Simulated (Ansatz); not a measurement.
# TiSi2: a stacking-fault curve

The task, for TiSi2: slide the crystal rigidly across a (0 -1 0) plane.

Computed with Ansatz 0.2.0 (DFT PBE, scalar-relativistic, plane waves, PAW, unless a step's input says otherwise).

2 further runs of the same task are left out: 2 set aside as unsound or not needed.

### 1 The system as given

Symmetry: Cmcm, No. 63, orthorhombic system. The conventional cell has a = 3.548 Å, b = 13.561 Å, c = 3.579 Å, α = 90.00°, β = 90.00°, γ = 90.00°. Ti (site symmetry m2m) has 10 Si at 2.59 to 2.83 Å as nearest neighbours. Around Si (site symmetry m2m) lie 2 Si at 2.40 Å and 6 Ti at 2.59 to 2.83 Å. Si (site symmetry m2m) is surrounded by 4 Si at 2.52 Å and 4 Ti at 2.67 to 2.68 Å.

As a file:

```cif
data_structure
_symmetry_space_group_name_H-M 'P 1'
_symmetry_Int_Tables_number 1
_cell_length_a 3.5476
_cell_length_b 3.5792
_cell_length_c 13.5607
_cell_angle_alpha 90.000
_cell_angle_beta 90.000
_cell_angle_gamma 90.000
_cell_volume 172.19
loop_
_atom_site_label
_atom_site_type_symbol
_atom_site_fract_x
_atom_site_fract_y
_atom_site_fract_z
_atom_site_occupancy
Ti1 Ti 0.00000 0.25000 0.89682 1
Ti2 Ti 0.50000 0.25000 0.39682 1
Ti3 Ti 0.00000 0.75000 0.10318 1
Ti4 Ti 0.50000 0.75000 0.60318 1
Si1 Si 0.00000 0.25000 0.55915 1
Si2 Si 0.50000 0.25000 0.05915 1
Si3 Si 0.00000 0.75000 0.44085 1
Si4 Si 0.50000 0.75000 0.94085 1
Si5 Si 0.00000 0.25000 0.24983 1
Si6 Si 0.50000 0.25000 0.74983 1
Si7 Si 0.00000 0.75000 0.75017 1
Si8 Si 0.50000 0.75000 0.25017 1
```

It goes back to an entry of the Materials Project, which need not be the stable form.

It is built from the cell relaxed beforehand with the same method (14.35 Å³/atom).

### 2 Zero of energy

The cell is repeated 2 times, 12 atoms in all. The reference gives a free energy of -15091.9503 eV, pressure 0.00 GPa, largest force 0.010 eV/Å and gap on the mesh none (metal). It was computed beforehand with the settings of the runs below.

### 3 Next: a stacking-fault curve

The cut lies on the cell's a–b face, a (0 -1 0) plane of area 12.70 Å², between layers 1.99 Å apart (Si below, Ti above); the cell is 13.6 Å thick. Vector c is tilted by f times 1·a + 0·b (length 3.548 Å) with the atoms' Cartesian places fixed: one unrelaxed fault per cell.

### 4 Point f = 0.200

input.yaml

```yaml
crystal:
  lattice:
    - [-3.5476078545, 0.0, 0.0]
    - [0.0, 0.0, -3.5792221412]
    - [-0.7095215709, -13.5606857561, 0.0]
  atoms:
    - { symbol: Ti, position: [-0.1146637896, 0.25, 0.5733189479] }
    - { symbol: Ti, position: [0.4853362104, 0.25, 0.0733189479] }
    - { symbol: Ti, position: [0.8440637896, 0.75, 0.7796810521] }
    - { symbol: Ti, position: [0.4440637896, 0.75, 0.2796810521] }
    - { symbol: Si, position: [-0.0471295049, 0.25, 0.2356475243] }
    - { symbol: Si, position: [0.3528704951, 0.25, 0.7356475243] }
    - { symbol: Si, position: [-0.0234704951, 0.75, 0.1173524757] }
    - { symbol: Si, position: [0.3765295049, 0.75, 0.6173524757] }
    - { symbol: Si, position: [0.8147343728, 0.25, 0.9263281361] }
    - { symbol: Si, position: [0.4147343728, 0.25, 0.4263281361] }
    - { symbol: Si, position: [0.9146656272, 0.75, 0.4266718639] }
    - { symbol: Si, position: [0.3146656272, 0.75, 0.9266718639] }
basis:
  ecutwfc: 420
kpoints:
  mp_grid: { grid: [13, 13, 4] }
hamiltonian:
  xc: pbe
scf:
  occupations: { method: gaussian, width: 0.15 }
output:
  forces: true
  stress: true
  eigenvalues: true
```

On the command line:

```bash
$ ansatz run input.yaml --threads 2 --pin off --max-ram 5120MiB --backend cpu --events-out ev --progress --plain --runs-dir out
```

### 5 At f = 0.400

input.yaml

```yaml
crystal:
  lattice:
    - [-3.5476078545, 0.0, 0.0]
    - [0.0, 0.0, -3.5792221412]
    - [-1.4190431418, -13.5606857561, 0.0]
  atoms:
    - { symbol: Ti, position: [-0.2293275792, 0.25, 0.5733189479] }
    - { symbol: Ti, position: [0.4706724208, 0.25, 0.0733189479] }
    - { symbol: Ti, position: [0.6881275792, 0.75, 0.7796810521] }
    - { symbol: Ti, position: [0.3881275792, 0.75, 0.2796810521] }
    - { symbol: Si, position: [-0.0942590097, 0.25, 0.2356475243] }
    - { symbol: Si, position: [0.2057409903, 0.25, 0.7356475243] }
    - { symbol: Si, position: [-0.0469409903, 0.75, 0.1173524757] }
    - { symbol: Si, position: [0.2530590097, 0.75, 0.6173524757] }
    - { symbol: Si, position: [0.6294687456, 0.25, 0.9263281361] }
    - { symbol: Si, position: [0.3294687456, 0.25, 0.4263281361] }
    - { symbol: Si, position: [0.8293312544, 0.75, 0.4266718639] }
    - { symbol: Si, position: [0.1293312544, 0.75, 0.9266718639] }
basis:
  ecutwfc: 420
kpoints:
  mp_grid: { grid: [13, 13, 4] }
hamiltonian:
  xc: pbe
scf:
  occupations: { method: gaussian, width: 0.15 }
output:
  forces: true
  stress: true
  eigenvalues: true
```

### 6 At f = 0.100

input.yaml

```yaml
crystal:
  lattice:
    - [-3.5476078545, 0.0, 0.0]
    - [0.0, 0.0, -3.5792221412]
    - [-0.3547607854, -13.5606857561, 0.0]
  atoms:
    - { symbol: Ti, position: [-0.0573318948, 0.25, 0.5733189479] }
    - { symbol: Ti, position: [0.4926681052, 0.25, 0.0733189479] }
    - { symbol: Ti, position: [0.9220318948, 0.75, 0.7796810521] }
    - { symbol: Ti, position: [0.4720318948, 0.75, 0.2796810521] }
    - { symbol: Si, position: [-0.0235647524, 0.25, 0.2356475243] }
    - { symbol: Si, position: [0.4264352476, 0.25, 0.7356475243] }
    - { symbol: Si, position: [-0.0117352476, 0.75, 0.1173524757] }
    - { symbol: Si, position: [0.4382647524, 0.75, 0.6173524757] }
    - { symbol: Si, position: [0.9073671864, 0.25, 0.9263281361] }
    - { symbol: Si, position: [0.4573671864, 0.25, 0.4263281361] }
    - { symbol: Si, position: [0.9573328136, 0.75, 0.4266718639] }
    - { symbol: Si, position: [0.4073328136, 0.75, 0.9266718639] }
basis:
  ecutwfc: 420
kpoints:
  mp_grid: { grid: [13, 13, 4] }
hamiltonian:
  xc: pbe
scf:
  occupations: { method: gaussian, width: 0.15 }
output:
  forces: true
  stress: true
  eigenvalues: true
```

(Steps that only read results are left out.)

Q: Predict the outcome of this session. Wanted: largest shear traction sampled.

**Answer**, as computed:

| quantity | value |
| --- | --- |
| highest fault energy sampled | 3780 mJ/m² at f = 0.400 |
| largest shear traction sampled | 32.2 GPa |

In words: The highest point computed is 3780 mJ/m², at f = 0.400; the true top can lie between points. Nothing is relaxed, so these energies are upper bounds; letting the layers move apart would lower them.
